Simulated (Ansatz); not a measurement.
# ZrSiO4 (I4_1/amd): a vacancy on Zr

An exercise on one series of results from a longer session: the logs are not shown, and one member is left open.

All numbers below are computed with Ansatz 0.2.0 (DFT PBEsol, scalar-relativistic, plane waves, PAW).

4 further runs of the same task are left out: 4 set aside as unsound or not needed.

## The structure to begin with

The cell holds 35 atoms (O24Si6Zr5): a = 6.616 Å, b = 6.616 Å, c = 10.113 Å, α = 109.09°, β = 109.09°, γ = 90.00°.

The coordinates of this cell stand in the input of its own run.

The host was relaxed before at PBEsol: a = 6.616 Å, b = 6.616 Å, c = 5.977 Å, α = 90.00°, β = 90.00°, γ = 90.00° (conventional cell), 10.901 Å³/atom.

Places, in fractions of the supercell: a vacancy on Zr at (0.667, 0.667, 0.333). Its neighbours start displaced at random, with a spread of 0.03 Å in each coordinate.

Set-up of the first run:

The input, input.yaml:

```yaml
crystal:
  lattice:
    - [-3.3080853684, 3.3080853684, 2.9884693597]
    - [3.3080853684, -3.3080853684, 2.9884693597]
    - [3.3080853684, 3.3080853684, -2.9884693597]
  atoms:
    - { symbol: Zr, position: [0.0, 0.0, 0.0] }
    - { symbol: Zr, position: [0.75, 0.25, 0.5] }
    - { symbol: Si, position: [0.5, 0.5, 0.0] }
    - { symbol: Si, position: [0.25, 0.75, 0.5] }
    - { symbol: O, position: [0.1346078596, 0.3189786752, 0.8156291845] }
    - { symbol: O, position: [0.0689786752, 0.7533494907, 0.6843708155] }
    - { symbol: O, position: [0.0689786752, 0.3846078596, 0.3156291845] }
    - { symbol: O, position: [0.5033494907, 0.3189786752, 0.1843708155] }
    - { symbol: O, position: [0.6810213248, 0.4966505093, 0.8156291845] }
    - { symbol: O, position: [0.6153921404, 0.9310213248, 0.6843708155] }
    - { symbol: O, position: [0.2466505093, 0.9310213248, 0.3156291845] }
    - { symbol: O, position: [0.6810213248, 0.8653921404, 0.1843708155] }
basis:
  ecutwfc: 420
  xc_grid: 2
kpoints:
  mp_grid: { grid: [6, 6, 6] }
  band_path: { path: [VBM, CBM], npoints: 2 }
hamiltonian:
  xc: pbesol
scf:
  occupations: { method: gaussian, width: 0.02 }
output:
  forces: true
  stress: true
  eigenvalues: true
```

Launch:

```
$ ansatz run input.yaml --threads 8 --pin off --max-ram 16384MiB --backend cpu --events-out ev --progress --plain --runs-dir out
```

Among the steps run: Band edges of the host over the zone; Dielectric tensors of the host, without U; The perfect crystal in the supercell of 36 atoms; Charge 0, atoms relaxed; More of the same log: V_Zr, charge +0, atoms relaxed at the host's cell; Charge -1, atoms relaxed; Charge -4, atoms relaxed.

One of the session's tables, all rows but one given; the rest of the session is left out.

It belongs to the step «The neighbours». 

| state | cell moment (μB) |
| --- | --- |
| ideal sites | 0.00 |
| charge 0 | ? |
| charge -1 | 3.00 |
| charge -4 | 0.00 |

**Question.** Estimate the row for charge 0.

The run gave: cell moment (μB): 4.00. In the column «cell moment (μB)» it is the highest.

Caveats from the session: The program doubts the potential alignment. Warnings in the runs' records: seeded moment not kept.
